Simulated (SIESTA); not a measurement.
## BaTiO3 in SIESTA: convergence with basis size

Input of the first run (basis size SZ); the others differ in this setting and in those tied to it:

File BaTiO3.fdf:

```
SystemName                      BaTiO3
SystemLabel                     BaTiO3
NumberOfSpecies                 3
NumberOfAtoms                   5
%block ChemicalSpeciesLabel
  1  56 Ba
  2  22 Ti
  3   8 O
%endblock ChemicalSpeciesLabel

LatticeConstant                 1.0 Ang
%block LatticeVectors
     2.8273666084     1.6323808724     2.3183934932
    -2.8273666084     1.6323808724     2.3183934932
     0.0000000000    -3.2647617449     2.3183934932
%endblock LatticeVectors
AtomicCoordinatesFormat         Fractional
%block AtomicCoordinatesAndAtomicSpecies
    -0.0126770000    -0.0079790000     0.0071180000  1  Ba
     0.4831240000     0.4725880000     0.4820330000  2  Ti
     0.5105020000     0.0092900000     0.5165310000  3  O
     0.0211820000     0.5202550000     0.5135860000  3  O
     0.5107760000     0.5139200000     0.0142200000  3  O
%endblock AtomicCoordinatesAndAtomicSpecies

%block kgrid.MonkhorstPack
    5   0   0  0.0
    0   5   0  0.0
    0   0   5  0.0
%endblock kgrid.MonkhorstPack
XC.Functional                   GGA
XC.Authors                      PBE
PAO.BasisSize                   SZ
PAO.EnergyShift                 0.003 Ry
Mesh.Cutoff                     800 Ry
OccupationFunction              FD
ElectronicTemperature           0.05 eV
MaxSCFIterations                120
SCF.MustConverge                false
SCF.Mixer.Method                Pulay
SCF.Mixer.Weight                0.25
SCF.Mixer.History               8
SCF.DM.Tolerance                5.0e-05
SCF.H.Tolerance                 1.0e-03 eV
WriteForces                     true
Charge.Mulliken                 end
%block PAO.Basis
  Ba 3
  n=5 0 1
    4.395
  n=6 0 1
    9.500
  n=5 1 1
    5.243
%endblock PAO.Basis
```

Potentials or basis: PseudoDojo 0.4 standard (PBE files), SZ (energy shift 0.003 Ry).

Launch:

```console
$ siesta BaTiO3.fdf > BaTiO3.out 2>&1
```

The cell isn't the ideal one: atoms moved at random, drawn with an rms of 0.05 Å.

Hardware: 1 thread of Arm Neoverse V2, on a shared host.

| basis size | energy less the tightest run, at zero smearing (meV/atom) | pressure (GPa) | largest force (eV/Å) | SCF cycles | CPU time (s) | peak memory (GiB) |
| --- | --- | --- | --- | --- | --- | --- |
| SZ | 1547.38 | 10.42 | 0.878 | 13 | 22 | 0.28 |
| SZP | 258.15 | 9.01 | 0.521 | 11 | 78 | 0.44 |
| DZ | 370.56 | 7.31 | 1.131 | 12 | 33 | 0.32 |
| DZP | 51.79 | 7.51 | 0.615 | 12 | 110 | 0.49 |
| DZDP | 35.70 | 7.47 | 0.698 | 11 | 160 | 0.57 |
| TZP | 25.79 | 7.40 | 0.675 | 11 | 130 | 0.54 |
| TZDP | 8.56 | 7.48 | 0.743 | 10 | 190 | 0.63 |
| TZTP | 0.00 | 7.37 | 0.750 | 10 | 270 | 0.74 |

Not settled before the last step: the energy (to 1 meV/atom), the pressure (to 0.1 GPa), the largest force (to 0.005 eV/Å). The tightest run that finished is the yardstick and may itself not be fully converged.

Caveat, for the tightest run too: this set's barium file shifts pressures by up to 1 GPa against other sets; the basis of atomic orbitals isn't converged, which shifts pressures, moduli and gaps.
